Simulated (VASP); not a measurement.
Here is a VASP 6.6.1 calculation.

The input INCAR:

```
PREC = Accurate
ENCUT = 520
EDIFF = 1E-6
ISMEAR = -1
SIGMA = 0.05
LREAL = F
LASPH = T
NELM = 100
ALGO = Normal
ISIF = 2
LWAVE = F
LCHARG = F
METAGGA = SCAN
LMIXTAU = T
NBANDS = 11
```

File KPOINTS:

```
regular mesh
0
Gamma
  8 8 8
```

File POSCAR:

```
Si
1.0
    0.0000000000      2.7218511865      2.7218511865
    2.7218511865      0.0000000000      2.7218511865
    2.7218511865      2.7218511865      0.0000000000
Si
2
Direct
    0.5000000000      0.5000000000      0.5000000000
    0.7500000000      0.7500000000      0.7500000000
```

Contents of KPOINTS_OPT:

```
path GXWKGLUWLK,UX
10
line-mode
reciprocal
 0.0000000000  0.0000000000  0.0000000000  G
 0.5000000000  0.0000000000  0.5000000000  X

 0.5000000000  0.0000000000  0.5000000000  X
 0.5000000000  0.2500000000  0.7500000000  W

 0.5000000000  0.2500000000  0.7500000000  W
 0.3750000000  0.3750000000  0.7500000000  K

 0.3750000000  0.3750000000  0.7500000000  K
 0.0000000000  0.0000000000  0.0000000000  G

 0.0000000000  0.0000000000  0.0000000000  G
 0.5000000000  0.5000000000  0.5000000000  L

 0.5000000000  0.5000000000  0.5000000000  L
 0.6250000000  0.2500000000  0.6250000000  U

 0.6250000000  0.2500000000  0.6250000000  U
 0.5000000000  0.2500000000  0.7500000000  W

 0.5000000000  0.2500000000  0.7500000000  W
 0.5000000000  0.5000000000  0.5000000000  L

 0.5000000000  0.5000000000  0.5000000000  L
 0.3750000000  0.3750000000  0.7500000000  K

 0.6250000000  0.2500000000  0.6250000000  U
 0.5000000000  0.0000000000  0.5000000000  X
```

Potentials or basis: VASP PAW PBE potentials, release 64 (Si).

Launch:

```bash
$ cat potpaw_PBE.64/Si/POTCAR > POTCAR
$ mpirun -np 1 vasp_std > vasp.out
```

**Question.** What does it give for the band gap along the path?

**Answer.** 0.85 eV, indirect (least direct gap 2.86 eV).

**Question.** Estimate the band gap on the k mesh.

**Answer.** 0.88 eV, indirect (least direct gap 2.86 eV).

**Question.** What does it give for the pressure?

**Answer.** -0.9 GPa.

Levels at the corners of the path, in eV from the valence-band top:
```tsv
point	band 1	band 2	band 3	band 4	band 5	band 6	band 7	band 8
Γ	-12.35	0.00	0.00	0.00	2.86	2.86	2.86	3.96
X	-8.04	-8.04	-2.92	-2.92	0.99	0.99	10.85	10.85
X	-8.04	-8.04	-2.92	-2.92	0.99	0.99	10.85	10.85
W	-7.87	-7.87	-3.91	-3.91	4.60	4.60	5.47	5.47
W	-7.87	-7.87	-3.91	-3.91	4.60	4.60	5.47	5.47
K	-8.47	-7.42	-4.37	-2.48	1.50	4.49	8.03	8.52
K	-8.47	-7.42	-4.37	-2.48	1.50	4.49	8.03	8.52
Γ	-12.35	0.00	0.00	0.00	2.86	2.86	2.86	3.96
Γ	-12.35	0.00	0.00	0.00	2.86	2.86	2.86	3.96
L	-9.93	-7.14	-1.23	-1.23	1.90	3.68	3.68	8.27
L	-9.93	-7.14	-1.23	-1.23	1.90	3.68	3.68	8.27
U	-8.47	-7.42	-4.37	-2.48	1.50	4.49	8.03	8.52
U	-8.47	-7.42	-4.37	-2.48	1.50	4.49	8.03	8.52
W	-7.87	-7.87	-3.91	-3.91	4.60	4.60	5.47	5.47
W	-7.87	-7.87	-3.91	-3.91	4.60	4.60	5.47	5.47
L	-9.93	-7.14	-1.23	-1.23	1.90	3.68	3.68	8.27
L	-9.93	-7.14	-1.23	-1.23	1.90	3.68	3.68	8.27
K	-8.47	-7.42	-4.37	-2.48	1.50	4.49	8.03	8.52
U	-8.47	-7.42	-4.37	-2.48	1.50	4.49	8.03	8.52
X	-8.04	-8.04	-2.92	-2.92	0.99	0.99	10.85	10.85
```

Caveat: the PAW data sets were made with another functional, which shifts forces and pressure a little. SCAN opens gaps a little over a GGA but as a rule still falls short of measured ones.
